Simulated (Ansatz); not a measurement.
The calculation used DFT PBE, scalar-relativistic, plane waves, PAW (Ansatz). All cells share a 420 eV cutoff and Γ-centred k meshes spaced at most about 0.3 Å⁻¹ (about 0.25 or finer for metals, 2π included). No spin polarisation.

Temperature and zero-point effects are left out.

Two relaxed structures of TaSi₂:

A.

```cif
data_structure
_symmetry_space_group_name_H-M 'I4/mmm'
_symmetry_Int_Tables_number 139
_cell_length_a 3.2837
_cell_length_b 3.2837
_cell_length_c 8.2120
_cell_angle_alpha 90.000
_cell_angle_beta 90.000
_cell_angle_gamma 90.000
_cell_volume 88.54
loop_
_atom_site_label
_atom_site_type_symbol
_atom_site_symmetry_multiplicity
_atom_site_Wyckoff_symbol
_atom_site_fract_x
_atom_site_fract_y
_atom_site_fract_z
_atom_site_occupancy
Ta1 Ta 2 a 0.00000 0.00000 0.00000 1
Si1 Si 4 e 0.00000 0.00000 0.33176 1
```

B.

```cif
data_structure
_symmetry_space_group_name_H-M 'R-3m:H'
_symmetry_Int_Tables_number 166
_cell_length_a 3.6077
_cell_length_b 3.6077
_cell_length_c 13.0512
_cell_angle_alpha 90.000
_cell_angle_beta 90.000
_cell_angle_gamma 120.000
_cell_volume 147.11
loop_
_atom_site_label
_atom_site_type_symbol
_atom_site_symmetry_multiplicity
_atom_site_Wyckoff_symbol
_atom_site_fract_x
_atom_site_fract_y
_atom_site_fract_z
_atom_site_occupancy
Ta1 Ta 3 b 0.33333 0.66667 0.16667 1
Si1 Si 6 c 0.00000 0.00000 0.28899 1
```

Question: Which would you expect to be lower, and how large is the difference?

Answer: A is lower, by 249 meV/atom. A has the MoSi2 (C11b) type, space group I4/mmm (No. 139), 14.8 Å³/atom and no gap on its mesh; B has space group R-3m (No. 166), 16.3 Å³/atom and no gap. Counting Si atoms around Ta (those within 1.25 times the shortest such distance or 1.15 times the sum of covalent radii, 1.27 where that leaves under three), A has Ta 10 and B has Ta 8. B holds Si–Si nets (shortest 2.38 Å); in A the shortest Si–Si distance is 2.68 Å, near bonding range too. The denser one is the lower, and pressure would at first widen the difference. In A, Ta has 10 Si at 2.70–2.72 Å and 4 Ta at 3.28 Å; Si is surrounded by 5 Si at 2.68–2.76 Å, 5 Ta at 2.70–2.72 Å and 4 Si at 3.28 Å. In B, around Ta lie 8 Si at 2.62–2.75 Å; Si has 3 Si at 2.38 Å and 4 Ta at 2.62–2.75 Å. Both come from invented guesses. The lowest form computed isn't among them: it has space group P6_422 (No. 181), 14.7 Å³/atom, is reached from a cell as deposited in COD and lies 71 meV/atom below the best shown.

These runs have no spin–orbit coupling, which can matter for Ta. Cells relaxed within their symmetry can be saddle points. Some candidate types were left out of the draw beforehand, so a known form may be missing.
